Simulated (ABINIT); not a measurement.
# InP (F-43m) in ABINIT: settings compared, part 2 of 2

ABINIT 10.8.3 (patched build). Earlier steps stand in the parts before.

## (3) Band structure, PBE

run.abi reads:

```
ndtset 2

pp_dirpath "./"
pseudos "49_In_13_2.5_3.1_pbe_n_v1.0.psp8, 15_P_5_1.8_1.9_pbe_n_v1.0.psp8"

acell 4.1443528445 4.1443528445 4.1443528445 Angstrom
rprim
     0.0000000000     0.7071067812     0.7071067812
     0.7071067812     0.0000000000     0.7071067812
     0.7071067812     0.7071067812     0.0000000000
ntypat 2
znucl 49 15
natom 2
typat 1 2
xred
     0.0000000000     0.0000000000     0.0000000000
     0.7500000000     0.7500000000     0.7500000000

ecut 28.0

ixc 11

occopt 3
tsmear 0.00183747

nstep 100

iomode 3
prtwf 0
prteig 0
prtebands 0
enunit 1
prtden1 1
prtvha1 1
prtvclmb1 1
prtpot1 1
prtelf1 1

kptopt1 1
ngkpt1 8 8 8
nshiftk1 1
shiftk1 0.0 0.0 0.0
nband1 13
tolvrs1 1.0e-10

iscf2 -2
getden2 1
nband2 17
nbdbuf2 2
tolwfr2 1.0e-12
kptopt2 -9
ndivsm2 8
prteig2 1
kptbounds2
     0.0000000000     0.0000000000     0.0000000000
     0.5000000000     0.0000000000     0.5000000000
     0.5000000000     0.2500000000     0.7500000000
     0.3750000000     0.3750000000     0.7500000000
     0.0000000000     0.0000000000     0.0000000000
     0.5000000000     0.5000000000     0.5000000000
     0.6250000000     0.2500000000     0.6250000000
     0.5000000000     0.2500000000     0.7500000000
     0.5000000000     0.5000000000     0.5000000000
     0.3750000000     0.3750000000     0.7500000000
```

Potentials or basis: SPMS NC PBE v1.0.

Started as:

```bash
> abinit run.abi > log 2>&1
```

run.abo:

```text
.Version 10.8.3 of ABINIT
 DATASET    1 : space group F-4 3 m (#216); Bravais cF (face-center cubic)
================================================================================
 Values of the parameters that define the memory need for DATASET  1.
     intxc =       0    ionmov =       0      iscf =       7    lmnmax =       6
     lnmax =       6     mgfft =      40  mpssoang =       3    mqgrid =    3001
     natom =       2  nloc_mem =       1    nspden =       1   nspinor =       1
    nsppol =       1      nsym =      24    n1xccc =    2501    ntypat =       2
    occopt =       3   xclevel =       2
       mpw =        2421          nfft =       64000          nkpt =          29
================================================================================
================================================================================

 DATASET    2 : space group F-4 3 m (#216); Bravais cF (face-center cubic)
================================================================================
 Values of the parameters that define the memory need for DATASET  2.
     intxc =       0    ionmov =       0      iscf =      -2    lmnmax =       6
     lnmax =       6     mgfft =      40  mpssoang =       3    mqgrid =    3001
     natom =       2  nloc_mem =       1    nspden =       1   nspinor =       1
    nsppol =       1      nsym =      24    n1xccc =    2501    ntypat =       2
    occopt =       3   xclevel =       2
       mpw =        2425          nfft =       64000          nkpt =         139
================================================================================
================================================================================

--------------------------------------------------------------------------------
------------- Echo of variables that govern the present computation ------------
--------------------------------------------------------------------------------
 -outvars: echo values of preprocessed input variables --------
            acell      7.8316918452E+00  7.8316918452E+00  7.8316918452E+00 Bohr
              amu      1.14820000E+02  3.09737620E+01
             ecut      2.80000000E+01 Hartree
           enunit           1
           getden1          0
           getden2          1
             iscf1          7
             iscf2         -2
[... 1280 lines left out ...]
    1      0.00000000000000     0.00000000000000     0.00000000000000
    2      4.39575000004719     4.39575000004719     4.39575000004719
 length scales=  7.831691845232  7.831691845232  7.831691845232 bohr
              =  4.144352844500  4.144352844500  4.144352844500 angstroms
 Eigenvalues (   eV  ) for nkpt= 139  k points:
 kpt#   1, nband= 17, wtk=  1.00000, kpt=  0.0000  0.0000  0.0000 (reduced coord)
 -10.15413  -10.15413  -10.15413  -10.00488  -10.00488   -7.40740    4.10980    4.10980
   4.10980    4.82048    8.20477    8.20477    8.20477   12.69587   13.52647   13.52647
  15.35807
 kpt#   2, nband= 17, wtk=  1.00000, kpt=  0.0217  0.0000  0.0217 (reduced coord)
 -10.15519  -10.15367  -10.15367  -10.00506  -10.00472   -7.40014    3.98221    4.09094
   4.09094    4.94734    8.17975    8.23016    8.23016   12.73710   13.43315   13.53101
  15.37502
 kpt#   3, nband= 17, wtk=  1.00000, kpt=  0.0435  0.0000  0.0435 (reduced coord)
 -10.15832  -10.15231  -10.15231  -10.00558  -10.00424   -7.37840    3.72108    4.03592
   4.03592    5.20585    8.10765    8.30477    8.30477   12.85518   13.19596   13.54463
  15.42257
 kpt#   4, nband= 17, wtk=  1.00000, kpt=  0.0652  0.0000  0.0652 (reduced coord)
 -10.16341  -10.15005  -10.15005  -10.00646  -10.00345   -7.34232    3.42310    3.94903
   3.94903    5.49791    7.99622    8.42437    8.42437   12.85213   13.07403   13.56726
  15.50109
 kpt#   5, nband= 17, wtk=  1.00000, kpt=  0.0870  0.0000  0.0870 (reduced coord)
[... 525 lines left out ...]
   2.37520    6.66542    8.98177   10.96557   10.99432   12.55915   13.81646   16.76331
  17.57276
 kpt# 137, nband= 17, wtk=  1.00000, kpt=  0.3929  0.3929  0.7143 (reduced coord)
 -10.30005  -10.08840  -10.07110  -10.02510   -9.98797   -5.12313   -1.44169    0.79980
   2.29895    6.59433    8.87730   11.22165   11.22196   12.41023   13.82411   17.00957
  17.91710
 kpt# 138, nband= 17, wtk=  1.00000, kpt=  0.3839  0.3839  0.7321 (reduced coord)
 -10.30390  -10.08503  -10.06789  -10.02819   -9.98648   -5.07854   -1.47078    0.78111
   2.23157    6.52848    8.70855   11.44907   11.48547   12.31815   13.88143   17.08822
  18.25036
 kpt# 139, nband= 17, wtk=  1.00000, kpt=  0.3750  0.3750  0.7500 (reduced coord)
 -10.30726  -10.08202  -10.06549  -10.03092   -9.98481   -5.05192   -1.49693    0.80826
   2.17434    6.47167    8.50609   11.63517   11.66063   12.37223   13.99650   17.01597
  18.01799

== END DATASET(S) ==============================================================
================================================================================

 -outvars: echo values of variables after computation  --------
            acell      7.8316918452E+00  7.8316918452E+00  7.8316918452E+00 Bohr
           etotal1    -6.8386967313E+01
            fcart1     2.4311320392E-29  2.4311320392E-29 -7.2933961175E-29
                      -2.4311320392E-29 -2.4311320392E-29  7.2933961175E-29
            rprim      0.0000000000E+00  7.0710678120E-01  7.0710678120E-01
                       7.0710678120E-01  0.0000000000E+00  7.0710678120E-01
                       7.0710678120E-01  7.0710678120E-01  0.0000000000E+00
           strten1    -1.1949454204E-04 -1.1949454204E-04 -1.1949454204E-04
                       0.0000000000E+00  0.0000000000E+00  0.0000000000E+00
           xangst      0.0000000000E+00  0.0000000000E+00  0.0000000000E+00
                       4.3957500000E+00  4.3957500000E+00  4.3957500000E+00
             xred      0.0000000000E+00  0.0000000000E+00  0.0000000000E+00
                       7.5000000000E-01  7.5000000000E-01  7.5000000000E-01
 Calculation completed.
```

Wall time 1.9 min (1 thread of Arm Neoverse V2, shared host); peak memory 0.16 GiB.

Results:

```
Free energy                                           : -1860.9042 eV
Pressure                                              : 3.5 GPa
Band gap on the k mesh                                : 0.71 eV, direct
Band gap along the path                               : 0.71 eV, direct
Valence electrons inside the program's atomic spheres : In 9.91; P 2.78
```

Levels at the corners of the path, in eV from the valence-band top:
```tsv
point	band 5	band 6	band 7	band 8	band 9	band 10	band 11	band 12	band 13	band 14
Γ	-14.11	-11.52	0.00	0.00	0.00	0.71	4.10	4.10	4.10	8.59
X	-14.08	-9.15	-5.75	-2.32	-2.32	1.77	2.26	9.24	9.58	9.58
W	-14.10	-9.07	-5.60	-2.95	-2.91	4.30	4.38	5.58	6.21	10.19
K	-14.09	-9.16	-5.61	-3.30	-1.94	2.36	4.40	7.53	7.55	8.26
Γ	-14.11	-11.52	0.00	0.00	0.00	0.71	4.10	4.10	4.10	8.59
L	-14.10	-9.80	-5.73	-0.97	-0.97	1.50	4.81	4.81	7.13	9.51
U	-14.09	-9.16	-5.61	-3.30	-1.94	2.36	4.40	7.53	7.55	8.26
W	-14.10	-9.07	-5.60	-2.95	-2.91	4.30	4.38	5.58	6.21	10.19
L	-14.10	-9.80	-5.73	-0.97	-0.97	1.50	4.81	4.81	7.13	9.51
K	-14.09	-9.16	-5.61	-3.30	-1.94	2.36	4.40	7.53	7.55	8.26
```

Caveat: spin-orbit coupling is left out, which moves the levels of the heavy elements.

## (4) Band structure, LDA-PZ

run.abi: that of step 3 with these lines changed.

```diff
@@ -3,9 +3,9 @@
 pp_dirpath "./"
-pseudos "49_In_13_2.5_3.1_pbe_n_v1.0.psp8, 15_P_5_1.8_1.9_pbe_n_v1.0.psp8"
+pseudos "In.LDA_PW-JTH.xml, P.LDA_PW-JTH.xml"
 
-acell 4.1443528445 4.1443528445 4.1443528445 Angstrom
+acell 3*1.0
 rprim
-     0.0000000000     0.7071067812     0.7071067812
-     0.7071067812     0.0000000000     0.7071067812
-     0.7071067812     0.7071067812     0.0000000000
+     0.0000000000     5.5378424082     5.5378424082
+     5.5378424082     0.0000000000     5.5378424082
+     5.5378424082     5.5378424082     0.0000000000
 ntypat 2
@@ -18,8 +18,9 @@
 
-ecut 28.0
+ecut 20.0
+pawecutdg 40.0
 
-ixc 11
+ixc 2
 
 occopt 3
-tsmear 0.00183747
+tsmear 0.05 eV
 
@@ -31,3 +32,3 @@
 prtebands 0
-enunit 1
+enunit 2
 prtden1 1
@@ -36,3 +37,2 @@
 prtpot1 1
-prtelf1 1
 
@@ -43,3 +43,3 @@
 nband1 13
-tolvrs1 1.0e-10
+tolvrs1 1.0e-9
 
@@ -51,4 +51,5 @@
 kptopt2 -9
-ndivsm2 8
+ndivsm2 6
 prteig2 1
+prtvol2 -3
 kptbounds2
```

Potentials or basis: JTH PAW LDA v2.0.

Started as:

```bash
> abinit run.abi > log 2>&1
```

It took 50 s on 1 thread of Arm Neoverse V2, shared host; peak memory 0.12 GiB.

The run converged. Its results:

- Free energy: -1765.9920 eV
- Band gap on the k mesh: 0.46 eV, direct
- Valence electrons inside the program's atomic spheres: In 11.27; P 1.59

Levels at the corners of the path, in eV from the valence-band top:
```
point  band 7  band 8  band 9  band 10  band 11  band 12
    Γ    0.00    0.00    0.00     0.46     3.95     3.95
    X   -5.89   -2.37   -2.37     1.60     2.11     8.98
    W   -5.74   -3.01   -2.99     4.18     4.25     5.39
    K   -5.75   -3.38   -1.98     2.20     4.26     7.36
    Γ    0.00    0.00    0.00     0.46     3.95     3.95
    L   -5.85   -1.00   -1.00     1.29     4.69     4.69
    U   -5.75   -3.38   -1.98     2.20     4.26     7.36
    W   -5.74   -3.01   -2.99     4.18     4.25     5.39
    L   -5.85   -1.00   -1.00     1.29     4.69     4.69
    K   -5.75   -3.38   -1.98     2.20     4.26     7.36
```

Caveat: the cutoff is too short for stress, so the log's stress isn't used; spin-orbit coupling is left out, which moves the levels of the heavy elements.

## (5) How close it comes

Step 3. Measured gap of InP: 1.4236 eV (direct; 1.6 K; a printed reference work, data compilation). This calculation gives 0.71 eV (-0.71 eV). Spin-orbit coupling on In is left out. The value is that of PBE, without temperature or zero-point motion. Semilocal functionals fall short of measured gaps as a rule.

Step 4. Measured gap of InP: 1.4236 eV (direct; 1.6 K; a printed reference work, data compilation). This calculation gives 0.46 eV (-0.96 eV). Spin-orbit coupling on In is left out. The value is that of LDA-PZ, without temperature or zero-point motion. Semilocal functionals fall short of measured gaps as a rule.
